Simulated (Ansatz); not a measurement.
**PtS2 under changes of volume**

One of the cells (18.261 Å³/atom); the others are scaled copies at fixed shape and fractional positions:

```
CELL_PARAMETERS angstrom
3.54320 0.00000 0.00000
-1.77160 3.06850 0.00000
0.00000 0.00000 5.03880
ATOMIC_POSITIONS crystal
Pt 0.00000 0.00000 0.00000
S 0.66667 0.33333 0.77300
S 0.33333 0.66667 0.22700
```

| Property | Result |
| --- | --- |
| Program | Ansatz 0.2.0 |
| Functional | PBEsol |
| Potentials or basis | Ansatz PAW |
| Cutoff | 420 eV (not typed: the program's choice for these potentials) |
| k mesh | 9 × 9 × 5 |
| Occupations | fermi-dirac, width 0.05 eV |
| Spin | no spin polarisation |

```csv
volume (Å³/atom),energy over the lowest point (meV/atom),pressure (GPa),gap on the mesh (eV),largest force (eV/Å)
17.165,97.36,18.4,1.01,2.006
17.531,60.57,14.0,0.99,1.625
17.896,33.40,10.0,0.97,1.275
18.261,14.84,6.4,0.95,0.952
18.626,?,?,?,?
18.992,0.00,0.3,0.91,0.380
19.357,2.19,-2.2,0.89,0.127
```

Q: What does the run at 18.626 Å³/atom give?

A: Energy over the lowest point 3.97 meV/atom; pressure 3.2 GPa; gap on the mesh 0.93 eV; largest force 0.654 eV/Å.

Worked out: A Birch-Murnaghan fit of order 3 (a polynomial in V^(-2/3)) to the other rows has its minimum at 19.04 Å³/atom with B0 = V·E''(V) = 139 GPa and B' = 4.6 at fixed shape and positions, which overstates the stiffness. It gives 3.97 meV/atom at 18.626 Å³/atom, against the run's 3.97, and -dE/dV = 3.2 GPa, against 3.2. A straight line through the other rows of the gap, of slope -1 eV per unit of ln V, gives 0.93 eV, against the run's 0.93.

Energies are extrapolated to zero smearing.

Caveats: odd divisions of the mesh miss points on the zone boundary, where band edges often lie, so the gap on the mesh can be too wide; spin-orbit coupling is left out, which moves the levels of the heavy elements; the PAW data sets come from PBE, with cores solved anew for the run's functional, which leaves a small shift of forces and pressure; forces of over 1 eV/Å show positions far from the minimum, so gaps and moduli don't describe the material at rest (some runs).

A mesh can miss the band edges.
